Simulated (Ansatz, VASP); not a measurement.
# One calculation of Ca, two programs

Contents of INCAR:

```
PREC = Accurate
ENCUT = 520
EDIFF = 1E-6
ISMEAR = -1
SIGMA = 0.1
LREAL = F
LASPH = T
NELM = 100
ALGO = Normal
ISIF = 2
LWAVE = F
LCHARG = F
GGA = PE
NBANDS = 11
```

Contents of KPOINTS:

```
regular mesh
0
Gamma
  8 8 8
```

Contents of POSCAR:

```
Ca
1.0
    0.0000000000      2.7627089163      2.7627089163
    2.7627089163      0.0000000000      2.7627089163
    2.7627089163      2.7627089163      0.0000000000
Ca
1
Direct
    0.0000000000      0.0000000000      0.0000000000
```

Input for Ansatz:

```yaml
crystal:
  lattice:
    - [0.0, 2.7627089163, 2.7627089163]
    - [2.7627089163, 0.0, 2.7627089163]
    - [2.7627089163, 2.7627089163, 0.0]
  atoms:
    - { symbol: Ca, position: [0.0, 0.0, 0.0] }
hamiltonian:
  xc: pbe
  pseudopotentials:
    kind: paw
    azcp:
      Ca: "pseudopotentials/Ca.paw.azcp"
basis:
  ecutwfc: 420
  fft_grid_basis: typed
kpoints:
  mp_grid: { grid: [8, 8, 8], shift: [0, 0, 0] }
magnetization:
  spin_polarized: false
scf:
  occupations: { method: fermi_dirac, width: 0.1 }
  lower_state_search: "off"
output:
  stress: true
  write_density: true
  write_potential: true
  elf: true
  volumetric_format: npy
```

Alike in both runs: task single point; functional PBE; k mesh 8 × 8 × 8; occupations fermi-dirac, width 0.1 eV; no spin polarisation.

|  | VASP | Ansatz |
| --- | --- | --- |
| version | VASP 6.6.1 | Ansatz 0.2.0 |
| potentials or method | VASP PAW PBE potentials, release 64 (Ca_sv) | plane waves (420 eV) with PAW, scalar-relativistic |
| plane-wave cutoff (eV) | 520 | 420 |
| valence electrons in the cell | 10 | 10 |

|  | VASP | Ansatz | Ansatz less VASP |
| --- | --- | --- | --- |
| pressure (GPa) | 0.0 | 0.0 | 0.00 |
